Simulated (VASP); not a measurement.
Crystal: H.

```
CELL_PARAMETERS angstrom
2.64964 0.00000 0.00000
0.00000 2.64964 0.00000
0.00000 0.00000 0.98049
ATOMIC_POSITIONS crystal
H 0.00000 0.00000 0.50000
```

| Property | Result |
| --- | --- |
| Program | VASP 6.6.1 |
| Task | relaxation of cell and atoms |
| Functional | PBE |
| Potentials or basis | VASP PAW PBE potentials, release 64 (H) |
| Cutoff | 900 eV |
| k mesh | 10 × 10 × 26 |
| Occupations | fermi-dirac, width 0.05 eV |
| Spin | no spin polarisation |

At the start: pressure 1.8 GPa; volume 6.88 Å³/atom.

Question: Where does the relaxation end?

Answer: Over 8 steps the energy falls by 19.1 meV/atom and the volume is 11.15 Å³/atom (+61.9 %); space group P4/mmm (No. 123, to 0.05 Å).

The path:
| step | energy change (eV) | largest force (eV/Å) | pressure (GPa) | volume (Å³) |
| --- | --- | --- | --- | --- |
| 1 | 0.0000 | 0.0000 | 1.82 | 6.88 |
| 2 | -0.0012 | 0.0000 | 1.69 | 6.96 |
| 3 | -0.0044 | 0.0000 | 1.34 | 7.20 |
| 4 | -0.0094 | 0.0000 | 0.76 | 7.69 |
| 5 | -0.0152 | 0.0000 | -0.06 | 8.71 |
| 6 | -0.0175 | 0.0000 | -0.98 | 10.97 |
| 7 | -0.0189 | 0.0000 | 0.31 | 11.21 |
| 8 | -0.0191 | 0.0000 | -0.03 | 11.15 |

Final structure:
```
H
1.0
     3.36265    0.00000    0.00000
     0.00000    3.36265    0.00000
     0.00000    0.00000    0.98589
H
1
Cartesian
  0.0000 0.0000 0.4929
```

Caveat: the volume moved by over 15 % at a fixed basis, so the end points are rough.
